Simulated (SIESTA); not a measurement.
Crystal: CoO.

```xyz
2
Lattice="2.5705 0.0000 0.0000 0.0000 2.5705 0.0000 0.0000 0.0000 2.5705" Properties=species:S:1:pos:R:3 pbc="T T T"
Co    0.0000    0.0000    0.0000
O     1.2853    1.2853    1.2853
```

Measurements of this composition are mostly on another form, of space group No. 225.

```yaml
Program: SIESTA 5.4.2
Task: single point
Functional: PBE
Potentials_or_basis: PseudoDojo 0.4 standard (PBE files)
Basis: DZP (energy shift 0.003 Ry; two zetas on semicore shells)
Grid_cutoff: 800 Ry
Energy_shift: 0.003 Ry
k_mesh: 10 × 10 × 10
Occupations: fermi-dirac, width 0.05 eV
Spin: collinear spin, ferromagnetic start
Starting_moments: "[2.0, 0.0] μB"
```

On this cell: pressure 13.3 GPa; largest force zero by symmetry; net moment 3.00 μB per cell; site moments Co +2.51; O +0.49 μB; band gap on the k mesh none (metal or under the smearing width).

The same run follows on a disturbed copy (atoms moved at random, drawn with an rms of 0.05 Å):

```
Co O
1.0
     2.57053    0.00000    0.00000
     0.00000    2.57053    0.00000
     0.00000    0.00000    2.57053
Co O
1 1
Direct
  0.01280 0.00273 0.99636
  0.48387 0.50225 0.50036
```

Problem. What does the disturbed cell give?

Solution. The energy (extrapolated to zero smearing) moves by +1.3 meV/atom; pressure 13.8 GPa; largest force 0.076 eV/Å; net moment 3.00 μB per cell; site moments Co +2.51; O +0.49 μB; band gap on the k mesh none (metal or under the smearing width).

Forces in eV/Å, atoms in the order of the input:
```
Co  -0.074  0.000  0.009
O    0.075  0.002 -0.011
```

Stress tensor (GPa, compression positive):
```
13.77  0.03 -0.13
 0.03 13.87 -0.01
-0.13 -0.01 13.89
```

Caveats: short orbitals over semicore shells can move pressures by several GPa; the basis of atomic orbitals isn't converged, which shifts pressures, moduli and gaps; a cell with one magnetic atom can't hold antiferromagnetic order, which such compounds often take; semilocal functionals often make such compounds metallic where correlation or magnetic order opens a gap, which also shifts bond lengths.
